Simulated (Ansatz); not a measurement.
# HfSiO4: the band gap up the ladder of functionals

One table from this session's results is given with a row withheld; the runs are named, their logs left out.

Code: Ansatz 0.2.0. PAW datasets, plane waves. The cell comes from a prototype generator: it can be a known phase or a hypothetical one. Spin polarisation is off.

## The cell

The cell was relaxed beforehand with r2SCAN.

It is monoclinic, P2_1 (No. 4); conventional cell a = 4.993 Å, b = 4.772 Å, c = 5.033 Å, β = 97.7°, 9.90 Å³ an atom. Near Hf stand 7 O at 2.06–2.23 Å; near Si stand 5 O at 1.70–1.79 Å; near O stand 1 Si at 1.75 Å and 2 Hf at 2.06–2.11 Å; near O stand 1 Si at 1.70 Å and 2 Hf at 2.18–2.23 Å; near O stand 2 Si at 1.71–1.79 Å and 1 Hf at 2.23 Å.

The structure in full:

```cif
data_structure
_symmetry_space_group_name_H-M 'P2_1'
_symmetry_Int_Tables_number 4
_cell_length_a 4.9932
_cell_length_b 4.7723
_cell_length_c 5.0331
_cell_angle_alpha 90.000
_cell_angle_beta 97.735
_cell_angle_gamma 90.000
_cell_volume 118.84
loop_
_atom_site_label
_atom_site_type_symbol
_atom_site_symmetry_multiplicity
_atom_site_Wyckoff_symbol
_atom_site_fract_x
_atom_site_fract_y
_atom_site_fract_z
_atom_site_occupancy
Hf1 Hf 2 a 0.47301 0.51823 0.28878 1
Si1 Si 2 a 0.05924 0.53413 0.80062 1
O1 O 2 a 0.73139 0.19137 0.40876 1
O2 O 2 a 0.78368 0.67500 0.61396 1
O3 O 2 a 0.12210 0.75138 0.07109 1
O4 O 2 a 0.34798 0.32989 0.91231 1
```

Set-up of the first run:

Input file input.yaml:

```yaml
crystal:
  lattice:
    - [5.0321402187, 0.0, 0.0964760926]
    - [0.0, 4.7723069552, 0.0]
    - [-0.7667580942, 0.0, 4.9340114173]
  atoms:
    - { symbol: Hf, position: [0.288779097, 0.4817724937, 0.4730116782] }
    - { symbol: Hf, position: [0.711220903, 0.9817724937, 0.5269883218] }
    - { symbol: Si, position: [0.8006224161, 0.465866967, 0.0592444393] }
    - { symbol: Si, position: [0.1993775839, -0.034133033, 0.9407555607] }
    - { symbol: O, position: [0.4087608717, 0.8086279514, 0.7313880145] }
    - { symbol: O, position: [0.5912391283, 0.3086279514, 0.2686119855] }
    - { symbol: O, position: [0.6139615765, 0.3250031211, 0.7836831674] }
    - { symbol: O, position: [0.3860384235, 0.8250031211, 0.2163168326] }
    - { symbol: O, position: [0.0710886382, 0.248616775, 0.1220964153] }
    - { symbol: O, position: [0.9289113618, 0.748616775, 0.8779035847] }
    - { symbol: O, position: [0.9123077291, 0.6701126917, 0.3479761089] }
    - { symbol: O, position: [0.0876922709, 0.1701126917, 0.6520238911] }
kpoints:
  mp_grid: { grid: [6, 6, 6] }
  band_path:
    path:
      - [0.0, 0.0, 0.0]
      - [4.277369224699e-19, -0.5, -2.566575488984e-34]
      - [0.5, -0.5, 1.981887198257e-18]
      - [0.5, -4.468131210081e-35, 1.981887198257e-18]
      - [0.0, 0.0, 0.0]
      - [0.5, 1.998798456263e-18, -0.5]
      - [0.5, -0.5, -0.5]
      - [4.277369224699e-19, -0.5, -2.566575488984e-34]
      - [2.374489869484e-17, -0.5, -0.5]
      - [2.374489869484e-17, 1.998798456263e-18, -0.5]
      - [0.0, 0.0, 0.0]
    npoints: 10
hamiltonian:
  xc: pbe
scf:
  occupations: { method: fermi_dirac, width: 0.02 }
  n_extra_bands: 7
output:
  forces: true
  stress: true
  eigenvalues: true
  write_density: true
  write_potential: true
  elf: true
  volumetric_format: npy
```

Steps of the session up to this table: PBE band path; r2SCAN; Single point with HSE06; PBE+SOC; PBE0.

One table of the session follows, with a row left open; its other results are not shown here.

| level | gap (eV) |
| --- | --- |
| PBE | 2.80 |
| r2SCAN | ? |
| HSE06 | 4.47 |
| PBE+SOC | 2.80 |
| PBE0 | 5.24 |

Estimate the missing values for r2SCAN.

The run gave: gap (eV): 3.33. In the column «gap (eV)» it lies between PBE+SOC (2.80) and HSE06 (4.47).

Meshes: PBE 6×6×6, r2SCAN 6×6×6, HSE06 4×4×4, PBE+SOC 6×6×6, PBE0 4×4×4

In words: The gap runs from 2.80 eV (PBE+SOC) to 5.24 eV (PBE0). PBE reaches 63 % of the HSE06 value, and r2SCAN 75 %. PBE0 lies 0.77 eV above HSE06, which differs from it by screening the long-range exchange.

Limits of these values: Warnings in the runs' records: stress scf threshold loose, stress exchange threshold loose.
